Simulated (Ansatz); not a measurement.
# Zr (P6_3/mmc) in Ansatz: further runs

One crystal, Zr, is run at these levels: LDA, PBE; tasks: band structure, elastic constants, phonons.

Program: Ansatz 0.2.0. These are calculated values, not measurements. Logs are shortened: lines on timing, memory, paths and dates and some standing lists are left out, and cuts for length are marked.

## (1) The structure

Symmetry: P6_3/mmc, No. 194, hexagonal system. The conventional cell has a = 3.232 Å, b = 3.232 Å, c = 5.147 Å, α = 90.00°, β = 90.00°, γ = 120.00°. Around Zr (site symmetry -6m2) lie 12 Zr at 3.18 to 3.23 Å.

## (2) Band structure, LDA

input.yaml reads:

```yaml
crystal:
  lattice:
    - [3.232, 0.0, 0.0]
    - [-1.616, 2.798994105, 0.0]
    - [0.0, 0.0, 5.147]
  atoms:
    - { symbol: Zr, position: [0.6666666667, 0.3333333333, 0.75] }
    - { symbol: Zr, position: [0.3333333333, 0.6666666667, 0.25] }
kpoints:
  mp_grid: { grid: [9, 9, 5] }
  band_path:
    path:
      - [0.0, 0.0, 0.0]
      - [0.5, 0.0, 0.0]
      - [0.3333333333, 0.3333333333, 0.0]
      - [0.0, 0.0, 0.0]
      - [0.0, 0.0, 0.5]
      - [0.5, 0.0, 0.5]
      - [0.3333333333, 0.3333333333, 0.5]
      - [0.0, 0.0, 0.5]
    npoints: 6
scf:
  occupations: { method: fermi_dirac, width: 0.05 }
hamiltonian:
  xc: lda
  pseudopotentials: { kind: all_electron, lapw: { basis_error: 0.001 } }
output:
  forces: true
  stress: true
  eigenvalues: true
```

Potentials or basis: all-electron LAPW, scalar-relativistic.

Started as:

```sh
> ansatz run input.yaml --threads 1 --pin off --max-ram 3072MiB --backend cpu --events-out ev --progress --plain --runs-dir out
```

Log:

```text
Warning: RAYON_NUM_THREADS=1 ignored (pool sized by the plan → 1); use --threads N
LAPW: plane waves up to 6.749 Å⁻¹, error target 1.0e-3 eV per atom; small_component_spin mean_spin; Zr in spheres of 1.589 Å, 22 of its electrons in bands, Dirac shells [] (how accurate: hamiltonian.pseudopotentials.lapw.basis_error, Limitations)
Engine: ansatz 0.2.0, aarch64-unknown-linux-gnu
Pseudopotentials: kind: all_electron
Pseudopotential: Zr, LAPW, valence charge 22, lapw/all_electron/scalar/gaussian/Zr, Koelling and Harmon's equation, gaussian nucleus
Functional definition: SPW92
  exchange = slater_x
  correlation = pw_c
Crystal: 2 atoms, lattice volume = 46.562 Å³
Basis set: ecut = 173.5450943233531 eV, 251 PW (Γ), exchange–correlation at level 2
Bands: 27, of which v1, the nominal top of the filled ones, is band 22 counted from 1 (21 counted from 0)
Symmetry: 24 space group operations
Space group: P63/mmc (ITA 194), of the structure as read, at distance tolerance 3.6e-5 Å
k-points: 36 of 405
Non-local potential: Zr, projectors of the file, none
Initial density: superposition of atomic densities (chi_scale 0.1, normalization cell)
Initial wavefunctions: plane waves of lowest kinetic energy (no species holds an atomic orbital)
Functional: x = slater, c = lda
iter 1 solved again at ethr=3.28e-4 eV; its pass at ethr=1.00e-1 eV (dr2=1.44e-1 eV) is discarded
SCF iter   1: F=—  HF=-195641.876431 eV  |F-HF|=—  |Δ(HF+E_count)|=         —  Δρ=1.82e-2  dr2=1.45e-1  ethr=3.28e-4  ⟨swp⟩=2.7  Hψ=6476  notcnv=0
preconditioner: auto → Kerker (q_TF=auto, 2.703 Å⁻¹)  [metal: Δε(μ)=0.060 eV  Ē_g=3.769 eV  σ=0.050 eV  W_gap=0.27  n_scr=22 (ndim 8)  ℏωp=15.4 eV  f_vac=0.000  D(μ)=1.75/eV (n_scr^D=22)]
SCF iter   2: F=—  HF=-195641.708673 eV  |F-HF|=—  |Δ(HF+E_count)|=   1.68e-1  Δρ=1.05e-2  dr2=5.62e-2  ethr=3.28e-4  ⟨swp⟩=2.0  Hψ=3167  notcnv=0
SCF iter   3: F=—  HF=-195641.694552 eV  |F-HF|=—  |Δ(HF+E_count)|=   1.41e-2  Δρ=5.67e-3  dr2=1.78e-2  ethr=1.28e-4  ⟨swp⟩=2.0  Hψ=3011  notcnv=0
iter 4 solved again at ethr=3.44e-6 eV; its pass at ethr=4.06e-5 eV (dr2=1.52e-3 eV) is discarded
SCF iter   4: F=—  HF=-195641.692020 eV  |F-HF|=—  |Δ(HF+E_count)|=         —  Δρ=1.56e-3  dr2=1.51e-3  ethr=3.44e-6  ⟨swp⟩=2.0  Hψ=5012  notcnv=0
the basis was enlarged: its passes take 144.4 KiB over the memory plan, 1 of 1 planned eigensolver slots
SCF iter   5: F=—  HF=-195641.691791 eV  |F-HF|=—  |Δ(HF+E_count)|=   2.28e-4  Δρ=4.03e-4  dr2=9.42e-5  ethr=3.44e-6  ⟨swp⟩=2.0  Hψ=3011  notcnv=0
SCF iter   6: F=—  HF=-195641.691792 eV  |F-HF|=—  |Δ(HF+E_count)|=   6.02e-7  Δρ=1.57e-4  dr2=1.53e-5  ethr=2.14e-7  ⟨swp⟩=2.0  Hψ=3011  notcnv=0
SCF iter   7: F=—  HF=-195641.691791 eV  |F-HF|=—  |Δ(HF+E_count)|=   8.28e-7  Δρ=2.10e-5  dr2=2.99e-7  ethr=3.48e-8  ⟨swp⟩=2.0  Hψ=3011  notcnv=0
SCF iter   8: F=-195641.691791 eV  HF=-195641.691791 eV  |F-HF|=6.23e-9  |Δ(HF+E_count)|=   3.91e-8  Δρ=7.54e-6  dr2=2.72e-8  ethr=6.78e-10  ⟨swp⟩=2.1  Hψ=3018  notcnv=0
SCF 1 converged in 8 iterations: F = -195641.691791 eV  dr2 = 2.72e-8
NSCF: frozen V_eff on 43 k-points
SCF converged after 8 iterations
Free energy (F): -195641.691791 eV
Harris-Foulkes:  -195641.691791 eV  (|F-HF|=6.23e-9)
Internal energy: -195641.674178 eV  (E = F + TS)
E sigma→0 (E₀):  -195641.682985 eV
Entropy (-TS):   -0.017613 eV (-8.806 meV/atom)
Fermi energy:    15.514871 eV
--- Per-component energies (eV) ---
  E_band       = -3222.611162
  E_kinetic    = 202013.096038
  E_xc         = -6005.817305
  E_electrostatic = -391648.952911  (all electrons and nuclei)
  E_smearing   = -0.017613  (= −TS)
  E_closure    = 0.000000  (closes the sum)
  E_atoms      = -195625.569354  (free atoms, spherical and without spin; not in F)
  Σ components = -195641.691791   (vs F -195641.691791, Δ=0.00e0)
  Basis errors (estimates in eV, not in F): energy 1.7e-4 per atom: plane waves 1.3e-4 (6.8e-5 summed), levels above the bands 1.4e-19, relativity 2.8e-9, radial functions 4.0e-5, core shells 6.2e-7; eigenvalues (radial functions only) 8.4e-7; not estimated: angular momenta, meshes, grids; target (lapw.basis_error) 1.0e-3; muffin-tin radii Zr 1.589 Å
--- Forces (eV/Å), atoms counted from 1 ---
  atom   1  Zr     0.00000000    -0.00000000     0.00000000
  atom   2  Zr     0.00000000    -0.00000000     0.00000000
  max |Σ_I F_I| component: 2.22e-16 eV/Å
--- Stress (GPa, compression-positive) ---
       -6.351163      -0.000000       0.000000
        0.000000      -6.351163       0.000000
        0.000000       0.000000      -5.487366
  P = ⅓ Tr σ = -6.0632 GPa (-60.632 kbar)
--- Band table (eV; the first three rows and the last of 36) ---
  k-point 0: bands = ["-153.3348", "-153.3348", "-153.3347", "-153.3347", "-153.3319", "-153.3319", "-153.3098", "-153.3098", "-153.3098", "-153.3098", "-33.1884", "-33.0312", "-11.7694", "-10.8891", "-10.8891", "-10.7473", "-10.7450", "-10.7450", "9.8573", "12.4657", "16.3358", "16.3358", "16.4919", "16.7522", "17.0263", "17.0263", "17.5952"]
  k-point 1: bands = ["-153.3347", "-153.3347", "-153.3347", "-153.3347", "-153.3319", "-153.3319", "-153.3098", "-153.3098", "-153.3098", "-153.3098", "-33.1736", "-33.0465", "-11.6777", "-10.8754", "-10.8754", "-10.8516", "-10.7589", "-10.7589", "10.1884", "12.4279", "16.1875", "16.1966", "16.1966", "16.2461", "16.7945", "16.7945", "18.0654"]
  k-point 2: bands = ["-153.3347", "-153.3347", "-153.3347", "-153.3347", "-153.3319", "-153.3319", "-153.3098", "-153.3098", "-153.3098", "-153.3098", "-33.1347", "-33.0862", "-11.4323", "-11.1172", "-10.8396", "-10.8396", "-10.7951", "-10.7951", "11.0566", "12.0132", "15.5458", "15.7328", "16.1519", "16.1519", "16.3883", "16.3883", "18.9803"]
  k-point 35: bands = ["-153.3347", "-153.3347", "-153.3347", "-153.3347", "-153.3319", "-153.3319", "-153.3098", "-153.3098", "-153.3098", "-153.3098", "-33.0138", "-33.0138", "-11.5210", "-11.5210", "-11.3488", "-11.2479", "-10.9239", "-10.9239", "14.0495", "14.0536", "14.0536", "14.3683", "15.5165", "15.5165", "17.2874", "17.9217", "19.8930"]
```

It took 11 s on 1 thread of Arm Neoverse V1, shared host; peak memory 0.28 GiB.

Results:

```yaml
Free_energy: -195641.6918 eV
Pressure: -6.1 GPa
Band_gap_along_the_path: none (metal or under the smearing width)
```

Levels at the corners of the path, in eV from the Fermi level:
```csv
point,band 18,band 19,band 20,band 21,band 22,band 23,band 24,band 25,band 26,band 27
Γ,-26.26,-5.66,-3.05,0.82,0.82,0.98,1.24,1.51,1.51,2.08
M,-26.37,-2.58,-2.52,-2.15,-0.18,0.48,0.76,1.44,4.87,5.27
K,-26.65,-2.11,-1.35,-1.35,-1.12,0.24,0.24,1.77,4.29,4.29
Γ,-26.26,-5.66,-3.05,0.82,0.82,0.98,1.24,1.51,1.51,2.08
A,-26.33,-3.95,-3.95,0.04,0.04,0.72,0.72,0.72,0.72,3.90
L,-26.49,-2.88,-2.88,-1.07,-1.07,1.66,1.66,2.16,2.16,5.10
H,-26.42,-1.48,-1.48,-1.27,-1.27,-0.01,-0.01,1.99,1.99,4.37
A,-26.33,-3.95,-3.95,0.04,0.04,0.72,0.72,0.72,0.72,3.90
```

## (3) Band structure, PBE, spin-orbit coupling, no magnetisation

Changes to input.yaml since step 2:

```diff
@@ -9,3 +9,3 @@
 kpoints:
-  mp_grid: { grid: [9, 9, 5] }
+  mp_grid: { grid: [7, 7, 4] }
   band_path:
@@ -20,3 +20,3 @@
       - [0.0, 0.0, 0.5]
-    npoints: 6
+    npoints: 12
 scf:
@@ -24,4 +24,7 @@
 hamiltonian:
-  xc: lda
+  xc: pbe
   pseudopotentials: { kind: all_electron, lapw: { basis_error: 0.001 } }
+magnetization:
+  noncollinear: true
+  spin_orbit: true
 output:
```

Potentials or basis: all-electron LAPW, relativistic spinors.

Started as:

```sh
> ansatz run input.yaml --threads 1 --pin off --max-ram 3072MiB --backend cpu --events-out ev --progress --plain --runs-dir out
```

Wall time 2 min (1 thread of Arm Neoverse V1, shared host); peak memory 0.48 GiB.

Results (log left out):

```yaml
Free_energy: -195877.4582 eV
Pressure: 0.6 GPa
Band_gap_along_the_path: none (metal or under the smearing width)
```

Levels at the corners of the path, in eV from the Fermi level:
```csv
point,band 40,band 41,band 42,band 43,band 44,band 45,band 46,band 47,band 48,band 49
Γ,-3.09,0.75,0.75,0.85,0.85,0.95,0.95,1.10,1.10,1.43
M,-2.57,-2.21,-2.21,-0.28,-0.28,0.47,0.47,0.72,0.72,1.40
K,-1.46,-1.38,-1.38,-1.21,-1.21,0.18,0.18,0.22,0.22,1.74
Γ,-3.09,0.75,0.75,0.85,0.85,0.95,0.95,1.10,1.10,1.43
A,-4.01,-0.02,-0.02,-0.02,-0.02,0.66,0.66,0.66,0.66,0.74
L,-2.93,-1.12,-1.12,-1.12,-1.12,1.55,1.55,1.55,1.55,2.15
H,-1.49,-1.38,-1.38,-1.31,-1.31,-0.13,-0.13,-0.07,-0.07,1.94
A,-4.01,-0.02,-0.02,-0.02,-0.02,0.66,0.66,0.66,0.66,0.74
```

Caveat: the k mesh is thin for a metal, which can move the energy by tens of meV per atom.

## (4) Elastic constants, PBE

input.yaml reads:

```yaml
crystal:
  lattice:
    - [3.232, 0.0, 0.0]
    - [-1.616, 2.798994105, 0.0]
    - [0.0, 0.0, 5.147]
  atoms:
    - { symbol: Zr, position: [0.6666666667, 0.3333333333, 0.75] }
    - { symbol: Zr, position: [0.3333333333, 0.6666666667, 0.25] }
kpoints:
  mp_grid: { grid: [7, 7, 4] }
scf:
  occupations: { method: fermi_dirac, width: 0.05 }
hamiltonian:
  xc: pbe
  pseudopotentials: { kind: all_electron, lapw: { basis_error: 0.001 } }
output:
  forces: true
  stress: true
elastic:
  mode: relaxed_ion
  stencil: two_point
```

Potentials or basis: all-electron LAPW, scalar-relativistic.

Started as:

```sh
> ansatz run input.yaml --threads 1 --pin off --max-ram 3072MiB --backend cpu --events-out ev --progress --plain --runs-dir out
```

Run time: 2.2 min. Hardware: 1 thread of Arm Neoverse V1, shared host; peak memory 0.35 GiB.

Results (log left out):

- Free energy: -195854.2266 eV
- Pressure: 0.6 GPa
- Band gap on the k mesh: none (metal or under the smearing width)
- Voigt bulk modulus: 95 GPa

Levels at points of the mesh, in eV from the Fermi level:
```
            k point  band 19  band 20  band 21  band 22  band 23  band 24  band 25  band 26
 (0.00, 0.00, 0.00)    -5.72    -3.09     0.79     0.79     0.95     1.10     1.49     1.49
(0.00, 0.00, -0.50)    -4.01    -4.01    -0.02    -0.02     0.70     0.70     0.70     0.70
```

Elastic tensor in Voigt notation (GPa, in the Cartesian axes of the cell as first typed):
```
 53 164  69   0   0   0
164  53  69   0   0   0
 69  69 149   0   0   0
  0   0   0  22   0   0
  0   0   0   0  22   0
  0   0   0   0   0 -56
```

Caveat: the k mesh is thin for a metal, which can move the energy by tens of meV per atom; a metal's response needs a denser mesh; the elastic tensor has a negative eigenvalue, so either the cell is unstable as it stands or the mesh is too thin.

## (5) Phonons, LDA

Changes to input.yaml since step 4:

```diff
@@ -13,9 +13,7 @@
 hamiltonian:
-  xc: pbe
+  xc: lda
   pseudopotentials: { kind: all_electron, lapw: { basis_error: 0.001 } }
-output:
-  forces: true
-  stress: true
-elastic:
-  mode: relaxed_ion
-  stencil: two_point
+output: {}
+phonons:
+  method: fd
+  supercell: [1, 1, 1]
```

Potentials or basis: all-electron LAPW, scalar-relativistic.

Started as:

```sh
> ansatz run input.yaml --threads 1 --pin off --max-ram 3072MiB --backend cpu --events-out ev --progress --plain --runs-dir out
```

Log:

```text
Warning: RAYON_NUM_THREADS=1 ignored (pool sized by the plan → 1); use --threads N
LAPW: plane waves up to 6.932 Å⁻¹, error target 1.0e-3 eV per atom; small_component_spin mean_spin; Zr in spheres of 1.542 Å, 22 of its electrons in bands, Dirac shells [] (how accurate: hamiltonian.pseudopotentials.lapw.basis_error, Limitations)
Engine: ansatz 0.2.0, aarch64-unknown-linux-gnu
Pseudopotentials: kind: all_electron
Pseudopotential: Zr, LAPW, valence charge 22, lapw/all_electron/scalar/gaussian/Zr, Koelling and Harmon's equation, gaussian nucleus
Functional definition: SPW92
  exchange = slater_x
  correlation = pw_c
Crystal: 2 atoms, lattice volume = 46.562 Å³
Basis set: ecut = 183.09740025299158 eV, 263 PW (Γ), exchange–correlation at level 2
Bands: 27, of which v1, the nominal top of the filled ones, is band 22 counted from 1 (21 counted from 0)
[... 52 lines left out ...]
  Σ components = -195641.682135   (vs F -195641.682135, Δ=0.00e0)
  Basis errors (estimates in eV, not in F): energy 2.0e-4 per atom: plane waves 1.6e-4 (8.7e-5 summed), levels above the bands 3.7e-20, relativity 3.3e-9, radial functions 3.7e-5, core shells 1.5e-6; eigenvalues (radial functions only) 3.9e-7; not estimated: angular momenta, meshes, grids; target (lapw.basis_error) 1.0e-3; muffin-tin radii Zr 1.542 Å
--- Forces (eV/Å), atoms counted from 1 ---
  atom   1  Zr     0.00000000    -0.00000000     0.00000000
  atom   2  Zr    -0.00000000     0.00000000     0.00000000
  max |Σ_I F_I| component: 5.55e-17 eV/Å
--- Band table (eV; the first three rows and the last of 24) ---
  k-point 0: bands = ["-153.3306", "-153.3306", "-153.3306", "-153.3306", "-153.3285", "-153.3285", "-153.3035", "-153.3035", "-153.3035", "-153.3035", "-33.1845", "-33.0273", "-11.7664", "-10.8851", "-10.8851", "-10.7444", "-10.7411", "-10.7411", "9.8575", "12.4665", "16.3372", "16.3372", "16.4940", "16.7523", "17.0281", "17.0281", "17.5983"]
  k-point 1: bands = ["-153.3306", "-153.3306", "-153.3306", "-153.3306", "-153.3285", "-153.3285", "-153.3035", "-153.3035", "-153.3035", "-153.3035", "-33.1618", "-33.0507", "-11.6254", "-10.9036", "-10.8642", "-10.8642", "-10.7624", "-10.7624", "10.3659", "12.3815", "15.9718", "16.1273", "16.1631", "16.1631", "16.6935", "16.6935", "18.2808"]
  k-point 2: bands = ["-153.3306", "-153.3306", "-153.3306", "-153.3306", "-153.3285", "-153.3285", "-153.3035", "-153.3035", "-153.3035", "-153.3035", "-33.1066", "-33.1066", "-11.2736", "-11.2736", "-10.8135", "-10.8135", "-10.8135", "-10.8135", "11.5683", "11.5683", "15.5542", "15.5542", "16.2386", "16.2386", "16.2386", "16.2386", "19.4209"]
  k-point 23: bands = ["-153.3306", "-153.3306", "-153.3306", "-153.3306", "-153.3285", "-153.3285", "-153.3035", "-153.3035", "-153.3035", "-153.3035", "-33.0132", "-33.0132", "-11.5504", "-11.5504", "-11.2431", "-11.2431", "-10.9093", "-10.9093", "13.6303", "13.6303", "14.6608", "14.6608", "15.4641", "15.4641", "17.4202", "17.4202", "20.0961"]
--- Phonons: 1 displaced member + reference (amplitude 0.01 Å, Σ member SCF iterations 8) ---
  symmetry images taken by strict's conditions (phonons.symmetry_images: auto; settled by no image being taken that strict refuses)
  ASR residual: 2.586e-5 → 0.000e0 eV/Å²; symmetrization residual: 8.882e-16 eV/Å²
  largest component of a force at the reference: 5.6e-17 eV/Å
  ASR residual per site (eV/Å²): 2.59e-5 2.59e-5
  Γ frequencies (cm⁻¹): 0.00 0.00 0.00 46.32 46.32 122.04
  density of states and harmonic sums: on the 22×22×12 q-mesh, interpolated from the force constants of a 1×1×1 supercell (no non-analytic term)
  largest difference from the sums on the solved wave vectors: F 8.26e-1 eV, S 1.08e-3 and C_V 2.58e-4 eV/K
  zero-point energy: 0.018345 eV/cell   skipped modes (ω ≤ 0): 3   left out of the sums: 8.61e-5 of the cell's modes: C_V's classical limit lies that fraction below 3 k_B per atom; for a crystal, a wire or a layer, F and S can be off by more, and a phonons.interpolated_qmesh denser along its periods is the remedy for the sampling
```

phdos.tsv:

```text
# omega_inv_cm	omega_thz	g_bin_mean(omega)[modes/inv_cm]
# format = ansatz-phdos/2
# interpolated_qmesh = 22 22 12
# force_constants_supercell = 1 1 1
# lo_to_splitting: not included (the non-analytic LO-TO correction is not applied to the interpolated dynamical matrix; polar crystals: no LO-TO splitting at GAMMA, and LO and other optical branches, acoustic branches and sound speeds, and with them the density of states and the thermodynamics, can be off between the wave vectors that the force constants were sampled on, most near GAMMA; a larger extent of the force constants narrows that region and is not shown to mend the acoustic slopes)
# g_bin_mean(omega): the modes in a bin one row spacing wide, centred on omega, divided by that spacing. A flat band (one whose frequency is the same at every q-point) is counted whole in the row whose bin holds it (on the edge of two bins, in the lower row). The modes of the run's own cell are the sum of g_bin_mean times the row spacing in inv_cm (a plain sum, not the trapezoid rule); for a one-atom cell on a GAMMA-only q-mesh every row is zero, so that sum is 0, not 3
0.000000	0.000000	1.157676e-7
0.244085	0.007317	3.009958e-6
0.488171	0.014635	1.134523e-5
0.732256	0.021952	2.523734e-5
0.976341	0.029270	4.468630e-5
1.220426	0.036587	6.969211e-5
[... 493 lines left out ...]
121.798543	3.651428	7.696301e-4
122.042628	3.658746	3.232435e-5
```

Wall time 45 s (1 thread of Arm Neoverse V1, shared host); peak memory 0.39 GiB.

Results:

```yaml
Free_energy: -195641.6821 eV
Band_gap_on_the_k_mesh: none (metal or under the smearing width)
Highest_phonon_frequency_at_Γ: 122 cm⁻¹
```

Phonon frequencies in cm⁻¹ (negative: imaginary):
```csv
q point,frequencies
"(0.000, 0.000, 0.000)",0 0 0 46 46 122
```

Caveat: the k mesh is thin for a metal, which can move the energy by tens of meV per atom; a metal's response needs a denser mesh.

## (6) The runs side by side

| task | level | potentials or basis | spin | k mesh | cutoff (eV) | gap on the mesh (eV) | pressure (GPa) |
| --- | --- | --- | --- | --- | --- | --- | --- |
| band structure | LDA | all-electron LAPW, scalar-relativistic | off | 9 × 9 × 5 | 174 | - | -6.1 |
| band structure | PBE | all-electron LAPW, relativistic spinors | SOC, no magnetisation | 7 × 7 × 4 | 177 | - | 0.6 |
| elastic constants | PBE | all-electron LAPW, scalar-relativistic | off | 7 × 7 × 4 | 184 | none | 0.6 |
| phonons | LDA | all-electron LAPW, scalar-relativistic | off | 7 × 7 × 4 | 183 | none | - |

Alike in all rows: cell as given; smearing fermi-dirac 0.05 eV; basis error allowed 0.001 eV/atom.

Caveats: the k mesh is thin for a metal, which can move the energy by tens of meV per atom (some runs); a metal's response needs a denser mesh (some runs); the elastic tensor has a negative eigenvalue, so either the cell is unstable as it stands or the mesh is too thin (some runs).

Compare energies only between runs with the same functional and basis.
